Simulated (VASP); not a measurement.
# InP (F-43m) in VASP: notebook

The runs below take InP through single point, with LDA.

Everything below comes from runs of VASP 6.6.1. Logs are shortened: lines on timing, memory, paths and dates and some standing lists are left out, and cuts for length are marked.

**Measured values to compare with.**

From a printed reference work, data compilation, for a bulk crystal of InP at 1.6 K: band gap 1.4236 eV (direct).

The runs below are set against these values where they give the same quantity.

**1. The cell of the first run**

It takes space group F-43m (No. 216, cubic). Conventional cell: a = 5.827 Å, b = 5.827 Å, c = 5.827 Å, α = 90.00°, β = 90.00°, γ = 90.00°. In (site symmetry -43m) has 4 P at 2.52 Å within 3.3 Å. Within 3.3 Å of P (site symmetry -43m) lie 4 In at 2.52 Å.

**2. Single point, LDA**

INCAR

```
  PREC = Accurate
  ENCUT = 520
  EDIFF = 1E-6
  ISMEAR = 0
  SIGMA = 0.01
  LREAL = False
  LASPH = True
  NELM = 60
  ALGO = Normal
  ISIF = 2
  LWAVE = False
  LCHARG = True
  GGA = CA
  LELF = True
  LVHAR = True
  NBANDS = 16
```

KPOINTS

```
Automatic mesh
0
Gamma
  8 8 8
```

POSCAR

```
InP
1.0
    0.0000000000      2.9136593883      2.9136593883
    2.9136593883      0.0000000000      2.9136593883
    2.9136593883      2.9136593883      0.0000000000
In P
1 1
Direct
    0.0000000000      0.0000000000      0.0000000000
    0.7500000000      0.7500000000      0.7500000000
```

Potentials or basis: VASP PAW LDA potentials, release 64 (In_d, P).

Launch:

```sh
cat potpaw_LDA.64/In_d/POTCAR potpaw_LDA.64/P/POTCAR > POTCAR
mpirun -np 1 vasp_std > vasp.out
```

OUTCAR:

```text
PREC = Accurate
   ENCUT = 520
   EDIFF = 1E-6
   ISMEAR = 0
   LREAL = False
   LASPH = True
   NELM = 60
   ISIF = 2
   GGA = CA

 ion  position               nearest neighbor table
   1  0.000  0.000  0.000-   2 2.52   2 2.52   2 2.52   2 2.52
   2  0.750  0.750  0.750-   1 2.52   1 2.52   1 2.52   1 2.52

  LATTYP: Found a face centered cubic cell.
 ALAT       =     5.8273187766

  Lattice vectors:

 A1 = (   0.0000000000,   2.9136593883,   2.9136593883)
 A2 = (   2.9136593883,   0.0000000000,   2.9136593883)
 A3 = (   2.9136593883,   2.9136593883,   0.0000000000)

Analysis of symmetry for initial positions (statically):
=====================================================================
 Subroutine PRICEL returns:
 Original cell was already a primitive cell.

 Routine SETGRP: Setting up the symmetry group for a
 face centered cubic supercell.

 Subroutine GETGRP returns: Found 24 space group operations
 (whereof 24 operations were pure point group operations)
 out of a pool of 48 trial point group operations.

The static configuration has the point symmetry T_d .

Analysis of symmetry for dynamics (positions and initial velocities):
=====================================================================
 Subroutine PRICEL returns:
 Original cell was already a primitive cell.

 Routine SETGRP: Setting up the symmetry group for a
 face centered cubic supercell.

 Subroutine GETGRP returns: Found 24 space group operations
 (whereof 24 operations were pure point group operations)
 out of a pool of 48 trial point group operations.

The dynamic configuration has the point symmetry T_d .

 Subroutine INISYM returns: Found 24 space group operations
 (whereof 24 operations are pure point group operations),
 and found     1 'primitive' translations

----------------------------------------------------------------------------------------

                                     Primitive cell

  volume of cell :      49.4705

  direct lattice vectors                    reciprocal lattice vectors
     0.000000000  2.913659388  2.913659388    -0.171605508  0.171605508  0.171605508
     2.913659388  0.000000000  2.913659388     0.171605508 -0.171605508  0.171605508
     2.913659388  2.913659388  0.000000000     0.171605508  0.171605508 -0.171605508

  length of vectors
     4.120536623  4.120536623  4.120536623     0.297229459  0.297229459  0.297229459

  position of ions in fractional coordinates (direct lattice)
     0.000000000  0.000000000  0.000000000
     0.750000000  0.750000000  0.750000000

  ion indices of the primitive-cell ions
   primitive index   ion index
                 1           1
                 2           2

----------------------------------------------------------------------------------------

 KPOINTS: Automatic mesh

Automatic generation of k-mesh.
 Grid dimensions read from file:
 generate k-points for:    8    8    8

 Generating k-lattice:

  Cartesian coordinates                     Fractional coordinates (reciprocal lattice)
    -0.021450689  0.021450689  0.021450689     0.125000000  0.000000000  0.000000000
     0.021450689 -0.021450689  0.021450689     0.000000000  0.125000000  0.000000000
     0.021450689  0.021450689 -0.021450689     0.000000000  0.000000000  0.125000000

  Length of vectors
     0.037153682  0.037153682  0.037153682

  Shift w.r.t. Gamma in fractional coordinates (k-lattice)
     0.000000000  0.000000000  0.000000000

 Subroutine IBZKPT returns following result:
 ===========================================

 Found     29 irreducible k-points:

 Following reciprocal coordinates:
            Coordinates               Weight
  0.000000  0.000000  0.000000      1.000000
  0.125000  0.000000  0.000000      8.000000
  0.250000  0.000000  0.000000      8.000000
  0.375000  0.000000  0.000000      8.000000
  0.500000  0.000000  0.000000      4.000000
  0.125000  0.125000  0.000000      6.000000
[... 16 lines left out ...]
  0.500000  0.250000  0.125000     48.000000
 -0.375000  0.250000  0.125000     24.000000
 [... further k-points ...]
   k-points           NKPTS =     29   k-points in BZ     NKDIM =     29   number of bands    NBANDS=     16
   number of dos      NEDOS =    301   number of ions     NIONS =      2
   total plane-waves  NPLWV =  32768
   dimension x,y,z NGX =    32 NGY =   32 NGZ =   32
   dimension x,y,z NGXF=    64 NGYF=   64 NGZF=   64
   ions per type =               1   1
   NGX,Y,Z   is equivalent  to a cutoff of  12.91, 12.91, 12.91 a.u.
   NGXF,Y,Z  is equivalent  to a cutoff of  25.82, 25.82, 25.82 a.u.
 SYSTEM =  unknown system
   PREC   = accura    normal or accurate (medium, high low for compatibility)
   ISTART =      0    job   : 0-new  1-cont  2-samecut
   ICHARG =      2    charge: 1-file 2-atom 10-const
   ISPIN  =      1    spin polarized calculation?
   LNONCOLLINEAR =      F non collinear calculations
   LSORBIT =      F    spin-orbit coupling
   LASPH  =      T    aspherical Exc in radial PAW
   ENCUT  =  520.0 eV  38.22 Ry    6.18 a.u.   7.66  7.66  7.66*2*pi/ulx,y,z
   NELM   =     60;   NELMIN=  2; NELMDL= -5     # of ELM steps
   EDIFF  = 0.1E-05   stopping-criterion for ELM
   LREAL  =      F    real-space projection
   EDIFFG = 0.1E-04   stopping-criterion for IOM
   NSW    =      0    number of steps for IOM
   IBRION =     -1    ionic relax: 0-MD 1-quasi-New 2-CG
   NFREE  =      0    steps in history (QN), initial steepest desc. (CG)
   ISIF   =      2    stress and relaxation
   ISYM   =      2    0-nonsym 1-usesym 2-fastsym
   POTIM  = 0.5000    time-step for ionic-motion
   TEBEG  =    0.0;   TEEND  =   0.0 temperature during run
   PSTRESS=    0.0 pullay stress
   NELECT =      18.0000    total number of electrons
   NUPDOWN=      -1.0000    fix difference up-down
   EMIN   =  10.00;   EMAX   =-10.00  energy-range for DOS
   EFERMI =   0.00;   METHOD = LEGACY
   ISMEAR =     0;   SIGMA  =   0.01  broadening in eV -4-tet -1-fermi 0-gaus
   EFERMI_NEDOS =   21; number of points for ismear=-14 and -15
   IALGO  =     38    algorithm
   IMIX   =      4    mixing-type and parameters
     AMIX     =   0.40;   BMIX     =  1.00
     AMIX_MAG =   1.60;   BMIX_MAG =  1.00
  volume/ion in A,a.u.               =      24.74       166.92
  Fermi-wavevector in a.u.,A,eV,Ry     =   1.168737  2.208593 18.584834  1.365947
  Thomas-Fermi vector in A             =   2.305220
   LORBIT       =      0    0 simple, 1 ext, 2 COOP (PROOUT), +10 PAW based schemes
   GGA     = CA    functional components
   LHFCALC =     F    Hartree Fock is set to
   AEXX    =    0.0000 exact exchange contribution
   IVDW    =     0    specifies the selected vdW correction
   LEPSILON=     F    determine dielectric tensor
   LRPA    =     F    only Hartree local field effects (RPA)
 non-spin polarized calculation
 Gauss-broadening in eV      SIGMA  =   0.01
  energy-cutoff  :      520.00
  volume of cell :       49.47
 maximum number of plane-waves:      1363
   NGX = 15   NGY = 15   NGZ = 15

 number of electron      17.9999998 magnetization

 Free energy of the ion-electron system (eV)
  ---------------------------------------------------
  ext. energy  EPLUGINS =         0.00000000
  ---------------------------------------------------
  free energy    TOTEN  =        -9.67209989 eV

  energy without entropy =       -9.67209989  energy(sigma->0) =       -9.67209989

 E-fermi :   5.2670     XC(G=0):  -9.6854

 val. band max:        5.2022833740   @ k =   0.0000   0.0000   0.0000
 cond. band min:       5.8063123614   @ k =   0.0000   0.0000   0.0000
 fundamental gap:      0.6040289874
 Fermi energy:         5.2669605006

 k-point     1 :       0.0000    0.0000    0.0000
  band No.  band energies     occupation
      1      -9.0229      2.00000
      2      -9.0229      2.00000
      3      -9.0229      2.00000
      4      -8.8590      2.00000
      5      -8.8590      2.00000
      6      -6.4636      2.00000
[... 8 lines left out ...]
     15      14.6806      0.00000
     16      14.6806      0.00000

 k-point     2 :       0.1250    0.0000    0.0000
  band No.  band energies     occupation
      1      -9.0433      2.00000
      2      -9.0148      2.00000
      3      -9.0148      2.00000
      4      -8.8590      2.00000
      5      -8.8590      2.00000
      6      -6.2787      2.00000
[... 8 lines left out ...]
     15      13.9837      0.00000
     16      14.3672      0.00000

 k-point     3 :       0.2500    0.0000    0.0000
  band No.  band energies     occupation
      1      -9.0898      2.00000
      2      -8.9978      2.00000
      3      -8.9978      2.00000
      4      -8.8563      2.00000
      5      -8.8563      2.00000
      6      -5.7605      2.00000
[... 8 lines left out ...]
     15      13.7449      0.00000
     16      14.1329      0.00000

 k-point     4 :       0.3750    0.0000    0.0000
  band No.  band energies     occupation
      1      -9.1331      2.00000
      2      -8.9850      2.00000
      3      -8.9850      2.00000
      4      -8.8491      2.00000
      5      -8.8491      2.00000
      6      -5.0596      2.00000
[... 8 lines left out ...]
     15      14.6904      0.00000
     16      14.6904      0.00000
[... 324 lines left out ...]
 k-point    22 :       0.3750    0.2500    0.1250
  band No.  band energies     occupation
      1      -9.1297      2.00000
      2      -8.9772      2.00000
      3      -8.9702      2.00000
      4      -8.8761      2.00000
      5      -8.8427      2.00000
      6      -5.3297      2.00000
[... 8 lines left out ...]
     15      15.3776      0.00000
     16      16.7557      0.00000

 k-point    23 :       0.5000    0.2500    0.1250
  band No.  band energies     occupation
      1      -9.1547      2.00000
      2      -8.9717      2.00000
      3      -8.9546      2.00000
      4      -8.8720      2.00000
      5      -8.8425      2.00000
      6      -4.6849      2.00000
[... 8 lines left out ...]
     15      15.9750      0.00000
     16      16.5644      0.00000

 k-point    24 :      -0.3750    0.2500    0.1250
  band No.  band energies     occupation
      1      -9.1638      2.00000
      2      -8.9712      2.00000
      3      -8.9492      2.00000
      4      -8.8656      2.00000
      5      -8.8452      2.00000
      6      -4.3183      2.00000
[... 8 lines left out ...]
     15      15.8169      0.00000
     16      16.5046      0.00000

 [... further k-points ...]
[... 5 lines left out ...]
  --------------------------------------------------------------------------------------
  -------------------------------------------------------------------------------------
  Total       -0.0022779     -0.0022779     -0.0022779      0.0000000      0.0000000     -0.0000000
  in kB       -0.0737729     -0.0737729     -0.0737729      0.0000000      0.0000000     -0.0000000
  external PRESSURE =      -0.0737729 kB  Pullay stress =       0.0000000 kB

 VOLUME and BASIS-vectors are now :
 -----------------------------------------------------------------------------
  energy-cutoff  :      520.00
  volume of cell :       49.47
      direct lattice vectors                 reciprocal lattice vectors
     0.000000000  2.913659388  2.913659388    -0.171605508  0.171605508  0.171605508
     2.913659388  0.000000000  2.913659388     0.171605508 -0.171605508  0.171605508
     2.913659388  2.913659388  0.000000000     0.171605508  0.171605508 -0.171605508

 POSITION                                       TOTAL-FORCE (eV/Angst)
 -----------------------------------------------------------------------------------
      0.00000      0.00000      0.00000         0.000000     -0.000000     -0.000000
      4.37049      4.37049      4.37049        -0.000000      0.000000      0.000000
 -----------------------------------------------------------------------------------
    total drift:                                0.000000      0.000000     -0.000000

  FREE ENERGIE OF THE ION-ELECTRON SYSTEM (eV)
  ---------------------------------------------------
  free  energy   TOTEN  =        -9.6720998900 eV

  energy  without entropy=       -9.6720998900  energy(sigma->0) =       -9.67209989
```

It took 12 s on 1 thread of Intel Xeon Platinum 8488C (Sapphire Rapids), shared host; peak memory 0.16 GiB.

What came out:

- Free energy: -9.6721 eV
- Pressure: 0.0 GPa
- Band gap on the k mesh: 0.60 eV, direct

Caveat: spin-orbit coupling is left out, which moves the levels of the heavy elements.

**3. Single point, LDA**

INCAR

```
SYSTEM = InP
PREC = Accurate
ENCUT = 520
EDIFF = 1E-6
ISMEAR = -1
SIGMA = 0.1
LREAL = .False.
LASPH = .True.
NELM = 80
ALGO = Normal
ISIF = 2
LWAVE = .False.
LCHARG = .False.
NBANDS = 16
```

KPOINTS

```
Automatic mesh
0
Gamma
  12 12 12
  0 0 0
```

POSCAR is that of step 2.

Potentials or basis: VASP PAW LDA potentials, release 64 (In_d, P).

Launch:

```sh
cat potpaw_LDA.64/In_d/POTCAR potpaw_LDA.64/P/POTCAR > POTCAR
mpirun -np 1 vasp_std > vasp.out
```

Run time: 26 s. Hardware: 1 thread of Intel Xeon Platinum 8488C (Sapphire Rapids), shared host; peak memory 0.19 GiB.

It converged, with:

* Free energy: -9.6746 eV
* Pressure: 0.0 GPa
* Band gap on the k mesh: 0.60 eV, direct

Levels at points of the mesh, in eV from the valence-band top:
| k point | band 6 | band 7 | band 8 | band 9 | band 10 | band 11 | band 12 | band 13 |
| --- | --- | --- | --- | --- | --- | --- | --- | --- |
| (0.00, 0.00, 0.00) | -11.67 | 0.00 | 0.00 | 0.00 | 0.60 | 3.96 | 3.96 | 3.96 |
| (0.50, 0.00, 0.00) | -9.85 | -5.92 | -1.02 | -1.02 | 1.37 | 4.71 | 4.71 | 6.93 |
| (0.50, 0.50, 0.00) | -9.16 | -5.94 | -2.42 | -2.42 | 1.57 | 2.12 | 9.10 | 9.55 |

Caveat: spin-orbit coupling is left out, which moves the levels of the heavy elements. A hybrid or GW would open this gap; LDA tends to underestimate it.

**4. Against experiment**

Step 2. Against the measured gap of InP, 1.4236 eV (direct; 1.6 K; a printed reference work, data compilation), the calculated 0.60 eV is off by -0.82 eV. Spin-orbit coupling on In is left out. The value is that of LDA, without temperature or zero-point motion. Semilocal functionals fall short of measured gaps as a rule.
